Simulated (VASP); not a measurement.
## AgCl (Chlorargyrite): relaxation of cell and atoms with PBEsol

AgCl (Chlorargyrite):

```
CELL_PARAMETERS angstrom
0.00000 2.72249 2.72249
2.72249 0.00000 2.72249
2.72249 2.72249 0.00000
ATOMIC_POSITIONS crystal
Ag 0.00000 0.00000 0.00000
Cl 0.50000 0.50000 0.50000
```

```json
{
 "Program": "VASP 6.6.1",
 "Task": "relaxation of cell and atoms",
 "Functional": "PBEsol",
 "Potentials or basis": "VASP PAW PBE potentials, release 64 (Ag, Cl)",
 "Cutoff": "600 eV",
 "k mesh": "8 × 8 × 8",
 "Occupations": "gaussian, width 0.03 eV",
 "Spin": "no spin polarisation",
 "Further INCAR settings": "ALGO = Normal; EDIFF = 1e-07; IBRION = 2; EDIFFG = -0.005; NSW = 90; ISIF = 3"
}
```

```yaml
Pressure_after_relaxing: 0.0 GPa
Band_gap_on_the_k_mesh: 0.72 eV, indirect (least direct gap 3.23 eV)
```

Final structure:
```
Ag Cl
1.0
     0.00000    2.72249    2.72249
     2.72249    0.00000    2.72249
     2.72249    2.72249    0.00000
Ag Cl
1 1
Direct
  0.00000 0.00000 0.00000
  0.50000 0.50000 0.50000
```

Levels at points of the mesh, in eV from the valence-band top:
| k point | band 6 | band 7 | band 8 | band 9 | band 10 | band 11 | band 12 | band 13 |
| --- | --- | --- | --- | --- | --- | --- | --- | --- |
| (0.00, 0.00, 0.00) | -2.67 | -2.57 | -2.57 | -2.57 | 0.72 | 10.72 | 10.72 | 10.72 |
| (0.50, 0.00, 0.00) | -2.28 | -1.94 | 0.00 | 0.00 | 3.88 | 6.75 | 7.42 | 7.42 |
| (0.50, 0.50, 0.00) | -2.45 | -2.15 | -2.15 | -2.02 | 2.14 | 7.78 | 8.64 | 11.64 |

It used 8.3 s of CPU time on 1 thread of Intel(R) Xeon(R) Platinum 8559C (Emerald Rapids) (shared host), which was overloaded at the time.

Caveat: the relaxation stopped at its first step, so nothing moved; the PAW data sets were made with another functional, which shifts forces and pressure a little. A k mesh can miss the band edges.
